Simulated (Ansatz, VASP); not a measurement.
## CuAu3 in VASP and in Ansatz

```
CELL_PARAMETERS angstrom
3.97425 0.00000 0.00000
0.00000 3.97425 0.00000
0.00000 0.00000 3.97425
ATOMIC_POSITIONS crystal
Cu 0.00000 0.00000 0.00000
Au 0.00000 0.50000 0.50000
Au 0.50000 0.00000 0.50000
Au 0.50000 0.50000 0.00000
```

Alike in both runs: functional PBEsol; k mesh 10 × 10 × 10; occupations gaussian, width 0.1 eV; no spin polarisation.

Ansatz relaxed the structure, and its values are those at the end. VASP's run is a single point on that final structure, the one shown.

|  | VASP | Ansatz |
| --- | --- | --- |
| version | VASP 6.6.1 | Ansatz 0.2.0 |
| potentials or method | VASP PAW PBE potentials, release 64 (Cu, Au) | scalar-relativistic, plane waves, PAW |
| plane-wave cutoff (eV) | 520 | 420 |
| valence electrons in the cell | 44 | 76 |

Ansatz gave:

- gap on the k mesh at the Fermi level (eV): none
- pressure (GPa): 0.0

Q: What did VASP give for the same quantities?

A: gap on the k mesh at the Fermi level (eV): none; pressure (GPa): -0.2.

A gap of «none» marks a metal or a gap that the smearing closes. The two sets of potentials don't hold the same shells in valence.

Caveats: the PAW data sets were made with another functional, which shifts forces and pressure a little (VASP). Spin-orbit coupling is left out, which matters for the levels of Au.
